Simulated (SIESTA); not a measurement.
SrO in SIESTA: the effect of strain zz

The system is SrO.

```
Sr O
1.0
     3.55745    0.00000    0.00000
     1.70615    3.12162    0.00000
     1.85130    1.09792    2.92217
Sr O
1 1
Cartesian
  3.5575 2.1098 1.4611
  0.0000 0.0000 0.0000
```

The cell isn't the ideal one: cell strained along z.

Alike in all runs:

| Item | Value |
| --- | --- |
| Program | SIESTA 5.4.2 |
| Task | band structure |
| Functional | PBE |
| Potentials or basis | PseudoDojo 0.4 standard (PBE files) |
| Basis | DZP (energy shift 0.003 Ry; two zetas on semicore shells; d shell added on Sr) |
| Grid cutoff | 800 Ry |
| Energy shift | 0.003 Ry |
| k mesh | 9 × 9 × 9 |
| Occupations | fermi-dirac, width 0.05 eV |
| Spin | no spin polarisation |

```tsv
strain zz	gap on the mesh (eV)	pressure (GPa)
-0.04	?	?
-0.02	3.20	6.5
-0.01	3.26	5.2
0	3.31	4.1
0.01	3.29	3.1
0.02	3.28	2.1
0.04	3.25	0.5
```

Task: What does the run with strain zz -0.04 give?

Result: gap on the mesh 3.06 eV; pressure 9.3 GPa.

Worked out: A parabola through the other rows of the gap on the mesh, of slope 8.65 eV per unit of strain zz there, extrapolates to 3.07 eV, against the run's 3.06. A parabola through the other rows of the pressure, of slope -147 GPa per unit of strain zz there, extrapolates to 9.2 GPa, against the run's 9.3.

Caveats: the basis of atomic orbitals isn't converged, which shifts pressures, moduli and gaps.

A k mesh can miss the band edges.
